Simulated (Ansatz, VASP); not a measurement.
**Two plane-wave programs on Rh**

Contents of INCAR:

```
ALGO = Normal ; EDIFF = 1E-6
ENCUT = 520 ; GGA = RE
ISIF = 2 ; ISMEAR = -1
LASPH = T ; LCHARG = T
LELF = T ; LREAL = F
LVHAR = T ; LWAVE = F
NBANDS = 14 ; NELM = 100
PREC = Accurate ; SIGMA = 0.05
```

File KPOINTS:

```
k-points
0
Gamma
  12 12 12
```

Contents of POSCAR:

```
Rh
1.0
    0.0000000000      1.9104189093      1.9104189093
    1.9104189093      0.0000000000      1.9104189093
    1.9104189093      1.9104189093      0.0000000000
Rh
1
Direct
    0.0000000000      0.0000000000      0.0000000000
```

Contents of input.yaml:

```yaml
crystal:
  lattice:
    - [0.0, 1.9104189093, 1.9104189093]
    - [1.9104189093, 0.0, 1.9104189093]
    - [1.9104189093, 1.9104189093, 0.0]
  atoms:
    - { symbol: Rh, position: [0.0, 0.0, 0.0] }
hamiltonian:
  xc: revpbe
  pseudopotentials: { kind: nc, accuracy: standard, xc_functional: pbesol }
kpoints:
  mp_grid: { grid: [12, 12, 12] }
scf:
  occupations: { method: fermi_dirac, width: 0.05 }
output:
  forces: true
  stress: true
  eigenvalues: true
```

Alike in both runs: task single point; functional revPBE; k mesh 12 × 12 × 12; occupations fermi-dirac, width 0.05 eV; no spin polarisation.

|  | VASP | Ansatz |
| --- | --- | --- |
| version | VASP 6.6.1 | Ansatz 0.2.0 |
| potentials or method | VASP PAW PBE potentials, release 64 (Rh_pv) | PseudoDojo standard (PBEsol files) |
| plane-wave cutoff (eV) | 520 | 1197 |
| valence electrons in the cell | 15 | 17 |

```tsv
	VASP	Ansatz	Ansatz less VASP
gap on the k mesh at the Fermi level (eV)	none	none	-
pressure (GPa)	5.2	5.2	+0.06
```

A gap of «none» marks a metal or a gap that the smearing closes. The two sets of potentials don't hold the same shells in valence.

Caveats: the PAW data sets were made with another functional, which shifts forces and pressure a little (VASP); the potentials were made for another functional, which shifts forces and pressure (Ansatz).
